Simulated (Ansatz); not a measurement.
Crystal: P.

```
P
1.0
     1.72573    0.99635    3.12968
    -1.72573    0.99635    3.12968
     0.00000   -1.99270    3.12968
P
2
Direct
  0.77292 0.77292 0.77292
  0.22708 0.22708 0.22708
```

This isn't the form of P at room conditions, which is orthorhombic.

Program: Ansatz 0.2.0. Alike in all runs: task single point; level HSE06 form with a typed share of exact exchange; potentials or basis Ansatz PAW; no spin polarisation; cell as given; k mesh 5 × 5 × 5; cutoff (eV) 420; smearing fermi-dirac 0.05 eV; the mesh is coarse, so values aren't converged.

**Question.** Order these runs on this cell by their pressure, lowest first.
A. share of exact exchange 0.3
B. share of exact exchange 0.15
C. share of exact exchange 0.5

**Answer.** C (-3.6 GPa), A (-1.4 GPa), B (0.4 GPa).

Caveats: all runs use coarse meshes; the PAW data sets come from PBE, with cores solved anew for the run's functional, which leaves a small shift of forces and pressure; the thresholds are loose for stress.
